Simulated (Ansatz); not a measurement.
# Sb (P2_1/m) in Ansatz: notebook

The runs below take Sb through single point, equation of state, with PBEsol.

Program: Ansatz 0.2.0. These are calculated values, not measurements. Logs are shortened: lines on timing, memory, paths and dates and some standing lists are left out, and cuts for length are marked.

**1. Starting point**

Symmetry: P2_1/m, No. 11, monoclinic system. Conventional cell: a = 3.122 Å, b = 4.348 Å, c = 4.406 Å, α = 90.00°, β = 90.51°, γ = 90.00°. Sb (site symmetry m) has 6 Sb at 3.04 to 3.15 Å as nearest neighbours.

This isn't the form of Sb at room conditions, which is rhombohedral.

**2. Single point, PBEsol, 28.11 Å³/atom (volume scaled by 0.94)**

File input.yaml:

```yaml
crystal:
  lattice:
    - [3.058661625, 0.0, 0.0]
    - [0.0, 4.2587682402, 0.0]
    - [-0.0381205934, 0.0, 4.3159114163]
  atoms:
    - { symbol: Sb, position: [0.011389, 0.25, 0.241166] }
    - { symbol: Sb, position: [0.988611, 0.75, 0.758834] }
kpoints:
  mp_grid: { grid: [9, 6, 6] }
scf:
  occupations: { method: fermi_dirac, width: 0.05 }
hamiltonian:
  xc: pbesol
  pseudopotentials: { kind: all_electron, lapw: { basis_error: 0.001 } }
output:
  forces: true
  stress: true
  eigenvalues: true
```

Potentials or basis: all-electron LAPW, scalar-relativistic.

Started as:

```bash
> ansatz run input.yaml --threads 1 --pin off --max-ram 3072MiB --backend cpu --events-out ev --progress --plain --runs-dir out
```

Log:

```text
Warning: RAYON_NUM_THREADS=1 ignored (pool sized by the plan → 1); use --threads N
LAPW: plane waves up to 7.531 Å⁻¹, error target 1.0e-3 eV per atom; small_component_spin mean_spin; Sb in spheres of 1.489 Å, 23 of its electrons in bands, Dirac shells [] (how accurate: hamiltonian.pseudopotentials.lapw.basis_error, Limitations)
Engine: ansatz 0.2.0, x86_64-unknown-linux-gnu
Pseudopotentials: kind: all_electron
Pseudopotential: Sb, LAPW, valence charge 23, lapw/all_electron/scalar/gaussian/Sb, Koelling and Harmon's equation, gaussian nucleus
Functional definition: PBEsol
  exchange = pbesol_x
  correlation = pbesol_c
Crystal: 2 atoms, lattice volume = 56.220 Å³
Basis set: ecut = 216.09761571575345 eV, 401 PW (Γ), exchange–correlation at level 2
Bands: 28, of which v1, the nominal top of the filled ones, is band 23 counted from 1 (22 counted from 0)
Symmetry: 4 space group operations
Space group: P21/m (ITA 11), of the structure as read, at distance tolerance 3.8e-5 Å
k-points: 112 of 324
Non-local potential: Sb, projectors of the file, none
Initial density: superposition of atomic densities (chi_scale 0.1, normalization cell)
Initial wavefunctions: plane waves of lowest kinetic energy (no species holds an atomic orbital)
Functional: x = pbesol(κ = 0.804, μ = 0.12345679012345678), c = pbesol(β = 0.046)
iter 1 solved again at ethr=8.68e-5 eV; its pass at ethr=1.00e-1 eV (dr2=3.99e-2 eV) is discarded
SCF iter   1: F=—  HF=-352583.559323 eV  |F-HF|=—  |Δ(HF+E_count)|=         —  Δρ=1.01e-2  dr2=4.06e-2  ethr=8.68e-5  ⟨swp⟩=3.0  Hψ=21404  notcnv=0
preconditioner: auto → Kerker (q_TF=auto, 2.639 Å⁻¹)  [metal: Δε(μ)=0.019 eV  Ē_g=9.750 eV  σ=0.050 eV  W_gap=0.10  n_scr=18 (ndim 8)  ℏωp=15.7 eV  f_vac=0.008  D(μ)=1.49/eV (n_scr^D=10)]
SCF iter   2: F=—  HF=-352583.551052 eV  |F-HF|=—  |Δ(HF+E_count)|=   8.27e-3  Δρ=6.78e-3  dr2=2.26e-2  ethr=8.68e-5  ⟨swp⟩=2.0  Hψ=9334  notcnv=0
SCF iter   3: F=—  HF=-352583.551055 eV  |F-HF|=—  |Δ(HF+E_count)|=   2.08e-6  Δρ=2.78e-3  dr2=5.27e-3  ethr=4.90e-5  ⟨swp⟩=2.0  Hψ=9334  notcnv=0
SCF iter   4: F=—  HF=-352583.550460 eV  |F-HF|=—  |Δ(HF+E_count)|=   5.95e-4  Δρ=9.93e-4  dr2=1.04e-3  ethr=1.15e-5  ⟨swp⟩=2.0  Hψ=9334  notcnv=0
iter 5 solved again at ethr=2.24e-7 eV; its pass at ethr=2.27e-6 eV (dr2=1.03e-4 eV) is discarded
SCF iter   5: F=—  HF=-352583.550304 eV  |F-HF|=—  |Δ(HF+E_count)|=   1.56e-4  Δρ=3.53e-4  dr2=1.03e-4  ethr=2.24e-7  ⟨swp⟩=2.0  Hψ=15756  notcnv=0
SCF iter   6: F=—  HF=-352583.550341 eV  |F-HF|=—  |Δ(HF+E_count)|=   3.69e-5  Δρ=1.10e-4  dr2=9.09e-6  ethr=2.24e-7  ⟨swp⟩=2.7  Hψ=9461  notcnv=0
SCF iter   7: F=—  HF=-352583.550344 eV  |F-HF|=—  |Δ(HF+E_count)|=   3.14e-6  Δρ=2.51e-5  dr2=5.24e-7  ethr=1.98e-8  ⟨swp⟩=3.0  Hψ=9570  notcnv=0
SCF iter   8: F=-352583.550344 eV  HF=-352583.550344 eV  |F-HF|=2.31e-8  |Δ(HF+E_count)|=   4.57e-7  Δρ=1.25e-5  dr2=8.99e-8  ethr=1.14e-9  ⟨swp⟩=2.0  Hψ=9334  notcnv=0
SCF 1 converged in 8 iterations: F = -352583.550344 eV  dr2 = 8.99e-8
SCF converged after 8 iterations
Free energy (F): -352583.550344 eV
Harris-Foulkes:  -352583.550344 eV  (|F-HF|=2.31e-8)
Internal energy: -352583.538435 eV  (E = F + TS)
E sigma→0 (E₀):  -352583.544389 eV
Entropy (-TS):   -0.011909 eV (-5.954 meV/atom)
Fermi energy:    13.745503 eV
--- Per-component energies (eV) ---
  E_band       = -1751.897581
  E_kinetic    = 371553.793609
  E_xc         = -9133.265941
  E_electrostatic = -715004.066104  (all electrons and nuclei)
  E_smearing   = -0.011909  (= −TS)
  E_closure    = 0.000000  (closes the sum)
  E_atoms      = -352574.528891  (free atoms, spherical and without spin; not in F)
  Σ components = -352583.550344   (vs F -352583.550344, Δ=0.00e0)
  Basis errors (estimates in eV, not in F): energy 3.3e-4 per atom: plane waves 3.2e-4 (1.8e-4 summed), levels above the bands 3.8e-48, relativity 1.5e-8, radial functions 9.7e-6, core shells 1.8e-9; eigenvalues (radial functions only) 5.6e-7; not estimated: angular momenta, meshes, grids; target (lapw.basis_error) 1.0e-3; muffin-tin radii Sb 1.489 Å
--- Forces (eV/Å), atoms counted from 1 ---
  atom   1  Sb    -0.02461543     0.00000000     0.13730338
  atom   2  Sb     0.02461543     0.00000000    -0.13730338
  max |Σ_I F_I| component: 3.47e-18 eV/Å
--- Stress (GPa, compression-positive) ---
        1.371768       0.000000       0.107932
        0.000000       1.274638       0.000000
        0.107932       0.000000       1.613007
  P = ⅓ Tr σ = 1.4198 GPa (14.198 kbar)
--- Band table (eV; the first three rows and the last of 112) ---
  k-point 0: bands = ["-130.5232", "-130.5228", "-83.5521", "-83.5515", "-83.5483", "-83.5479", "-83.5476", "-83.5474", "-15.6271", "-15.6161", "-15.5292", "-15.5097", "-15.4536", "-15.4526", "-15.4014", "-15.4010", "-15.3985", "-15.3130", "0.7042", "6.2863", "9.7360", "9.8781", "15.4629", "16.8215", "17.0625", "17.1791", "20.6103", "20.8933"]
  k-point 1: bands = ["-130.5232", "-130.5228", "-83.5519", "-83.5512", "-83.5484", "-83.5480", "-83.5477", "-83.5476", "-15.6089", "-15.6077", "-15.5201", "-15.5162", "-15.4504", "-15.4493", "-15.4062", "-15.4048", "-15.4043", "-15.3341", "0.9163", "5.4538", "10.1392", "10.3585", "15.7971", "15.8853", "16.5267", "17.0350", "20.6926", "21.3240"]
  k-point 2: bands = ["-130.5231", "-130.5229", "-83.5512", "-83.5506", "-83.5490", "-83.5483", "-83.5480", "-83.5477", "-15.5899", "-15.5550", "-15.5342", "-15.4958", "-15.4416", "-15.4407", "-15.4270", "-15.4143", "-15.4137", "-15.3898", "1.5430", "3.9809", "10.9062", "11.4545", "13.8846", "14.2893", "17.6488", "18.6822", "19.8096", "21.7324"]
  k-point 111: bands = ["-130.5229", "-130.5229", "-83.5515", "-83.5515", "-83.5508", "-83.5508", "-83.5482", "-83.5482", "-15.5060", "-15.5060", "-15.4886", "-15.4886", "-15.4637", "-15.4637", "-15.4529", "-15.4529", "-15.3590", "-15.3590", "5.2421", "5.2421", "9.7430", "9.7430", "12.1638", "12.1638", "17.2448", "17.2448", "17.7641", "17.7641"]
```

It took 34 s on 1 thread of Intel Xeon at 2.70GHz, shared host; peak memory 0.46 GiB.

Results:

```
Free energy            : -352583.5503 eV
Pressure               : 1.4 GPa
Largest force          : 0.139 eV/Å
Band gap on the k mesh : none (metal or under the smearing width)
```

**3. Single point, PBEsol, 28.71 Å³/atom (volume scaled by 0.96)**

Changes to input.yaml since step 2:

```diff
@@ -2,5 +2,5 @@
   lattice:
-    - [3.058661625, 0.0, 0.0]
-    - [0.0, 4.2587682402, 0.0]
-    - [-0.0381205934, 0.0, 4.3159114163]
+    - [3.0802022053, 0.0, 0.0]
+    - [0.0, 4.288760554, 0.0]
+    - [-0.0383890571, 0.0, 4.34630616]
   atoms:
```

Potentials or basis: all-electron LAPW, scalar-relativistic.

Started as:

```bash
> ansatz run input.yaml --threads 1 --pin off --max-ram 3072MiB --backend cpu --events-out ev --progress --plain --runs-dir out
```

Run time: 34 s. Hardware: 1 thread of Intel Xeon at 2.70GHz, shared host; peak memory 0.47 GiB.

Results (log left out):

- Free energy: -352583.5558 eV
- Pressure: 0.1 GPa
- Largest force: 0.103 eV/Å
- Band gap on the k mesh: none (metal or under the smearing width)

**4. Single point, PBEsol, 29.31 Å³/atom (volume scaled by 0.98)**

Changes to input.yaml since step 3:

```diff
@@ -2,5 +2,5 @@
   lattice:
-    - [3.0802022053, 0.0, 0.0]
-    - [0.0, 4.288760554, 0.0]
-    - [-0.0383890571, 0.0, 4.34630616]
+    - [3.1014456505, 0.0, 0.0]
+    - [0.0, 4.3183391477, 0.0]
+    - [-0.0386538176, 0.0, 4.3762816325]
   atoms:
```

Started as:

```bash
> ansatz run input.yaml --threads 1 --pin off --max-ram 3072MiB --backend cpu --events-out ev --progress --plain --runs-dir out
```

It took 30 s on 1 thread of Intel Xeon at 2.70GHz, shared host; peak memory 0.47 GiB.

The run converged. Its results:

```
Free energy            : -352583.5517 eV
Pressure               : -1.1 GPa
Largest force          : 0.071 eV/Å
Band gap on the k mesh : none (metal or under the smearing width)
```

**5. Single point, PBEsol, 29.90 Å³/atom**

Changes to input.yaml since step 4:

```diff
@@ -2,5 +2,5 @@
   lattice:
-    - [3.1014456505, 0.0, 0.0]
-    - [0.0, 4.3183391477, 0.0]
-    - [-0.0386538176, 0.0, 4.3762816325]
+    - [3.122402, 0.0, 0.0]
+    - [0.0, 4.347518, 0.0]
+    - [-0.038915, 0.0, 4.405852]
   atoms:
```

Started as:

```bash
> ansatz run input.yaml --threads 1 --pin off --max-ram 3072MiB --backend cpu --events-out ev --progress --plain --runs-dir out
```

Wall time 37 s (1 thread of Intel Xeon at 2.70GHz, shared host); peak memory 0.46 GiB.

The run converged. Its results:

| Item | Value |
| --- | --- |
| Free energy | -352583.5391 eV |
| Pressure | -2.2 GPa |
| Largest force | 0.046 eV/Å |
| Band gap on the k mesh | none (metal or under the smearing width) |

**6. Single point, PBEsol, 30.50 Å³/atom (volume scaled by 1.02)**

Changes to input.yaml since step 5:

```diff
@@ -2,5 +2,5 @@
   lattice:
-    - [3.122402, 0.0, 0.0]
-    - [0.0, 4.347518, 0.0]
-    - [-0.038915, 0.0, 4.405852]
+    - [3.1430807616, 0.0, 0.0]
+    - [0.0, 4.376310349, 0.0]
+    - [-0.0391727227, 0.0, 4.4350306782]
   atoms:
```

Potentials or basis: all-electron LAPW, scalar-relativistic.

Started as:

```bash
> ansatz run input.yaml --threads 1 --pin off --max-ram 3072MiB --backend cpu --events-out ev --progress --plain --runs-dir out
```

It took 29 s on 1 thread of Intel Xeon at 2.70GHz, shared host; peak memory 0.46 GiB.

It converged, with:

```yaml
Free_energy: -352583.5190 eV
Pressure: -3.2 GPa
Largest_force: 0.032 eV/Å
Band_gap_on_the_k_mesh: none (metal or under the smearing width)
```

**7. Single point, PBEsol, 31.10 Å³/atom (volume scaled by 1.04)**

Changes to input.yaml since step 6:

```diff
@@ -2,5 +2,5 @@
   lattice:
-    - [3.1430807616, 0.0, 0.0]
-    - [0.0, 4.376310349, 0.0]
-    - [-0.0391727227, 0.0, 4.4350306782]
+    - [3.1634909488, 0.0, 0.0]
+    - [0.0, 4.404728745, 0.0]
+    - [-0.0394270982, 0.0, 4.4638303856]
   atoms:
```

Started as:

```bash
> ansatz run input.yaml --threads 1 --pin off --max-ram 3072MiB --backend cpu --events-out ev --progress --plain --runs-dir out
```

It took 35 s on 1 thread of Intel Xeon at 2.70GHz, shared host; peak memory 0.46 GiB.

The run converged. Its results:

| Quantity | Value |
| --- | --- |
| Free energy | -352583.4923 eV |
| Pressure | -4.0 GPa |
| Largest force | 0.039 eV/Å |
| Band gap on the k mesh | none (metal or under the smearing width) |

**8. Single point, PBEsol, 31.70 Å³/atom (volume scaled by 1.06)**

Changes to input.yaml since step 7:

```diff
@@ -2,5 +2,5 @@
   lattice:
-    - [3.1634909488, 0.0, 0.0]
-    - [0.0, 4.404728745, 0.0]
-    - [-0.0394270982, 0.0, 4.4638303856]
+    - [3.183641116, 0.0, 0.0]
+    - [0.0, 4.4327850985, 0.0]
+    - [-0.039678233, 0.0, 4.4922631929]
   atoms:
```

Started as:

```bash
> ansatz run input.yaml --threads 1 --pin off --max-ram 3072MiB --backend cpu --events-out ev --progress --plain --runs-dir out
```

Run time: 30 s. Hardware: 1 thread of Intel Xeon at 2.70GHz, shared host; peak memory 0.47 GiB.

It converged, with:

```yaml
Free_energy: -352583.4595 eV
Pressure: -4.8 GPa
Largest_force: 0.057 eV/Å
Band_gap_on_the_k_mesh: none (metal or under the smearing width)
```

**9. Equation of state, PBEsol**

Potentials or basis: all-electron LAPW, scalar-relativistic.

This step only gathers the single runs of the series.

What came out:

| Item | Value |
| --- | --- |
| Equilibrium volume | 28.74 Å³/atom |
| Bulk modulus at fixed shape and positions | 61 GPa |
| Pressure derivative of the bulk modulus | 4.6 |

Energy against volume, from the lowest point:
| volume (Å³/atom) | energy (meV/atom) |
| --- | --- |
| 28.110 | 2.71 |
| 28.708 | 0.00 |
| 29.306 | 2.05 |
| 29.904 | 8.33 |
| 30.502 | 18.36 |
| 31.100 | 31.74 |
| 31.698 | 48.11 |

Caveat: the cell was scaled at fixed shape and fractional positions, which overstates the stiffness of a crystal with free parameters, most of all of layers and chains.
